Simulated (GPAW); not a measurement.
Input of a GPAW 26.7.0 run:

File run.py:

```python
from ase import Atoms
from ase.calculators.mixing import SumCalculator
from ase.filters import FrechetCellFilter
from ase.io import write
from ase.optimize import LBFGS
from dftd3.ase import DFTD3
from gpaw import GPAW, PW, setup_paths

setup_paths.insert(0, '.')

atoms = Atoms(['As', 'Ga'],
              cell=[[0.0, 2.82685, 2.82685],
                    [2.82685, 0.0, 2.82685],
                    [2.82685, 2.82685, 0.0]],
              scaled_positions=[[0.75, 0.75, 0.75],
                                [0.0, 0.0, 0.0]],
              pbc=True)

calc = GPAW(mode=PW(600),
            xc='PBEsol',
            kpts={'size': (8, 8, 8), 'gamma': True},
            occupations={'name': 'fermi-dirac', 'width': 0.05},
            nbands=11,
            convergence={'density': 1e-05, 'forces': 0.0001},
            maxiter=150,
            txt='gpaw.txt')
atoms.calc = SumCalculator([calc, DFTD3(method='pbesol', damping='d3bj')])
opt = LBFGS(FrechetCellFilter(atoms), trajectory='relax.traj', logfile='-')
done = opt.run(fmax=0.05, steps=60)
calc.write('gs.gpw')
write('result.traj', atoms)
print('Converged:', done)
print('Cell:', atoms.cell.cellpar().round(4))
print('Volume:', round(atoms.get_volume(), 4))
print(atoms.get_scaled_positions().round(5))
```

Potentials or basis: PAW data sets generated in the run's folder for this functional, pw.

Command:

```sh
$ gpaw-setup -f PBEsol As Ga
$ OMP_NUM_THREADS=1 python run.py
```

(1) Estimate the space group after relaxing (to 0.05 Å).

(2) Estimate the relaxed volume.

(3) What does it give for the dispersion energy per atom?

Answers

(1) F-43m (No. 216).

(2) 22.35 Å³/atom.

(3) -0.302 eV.

Caveat: later steps reuse the first step's grids.
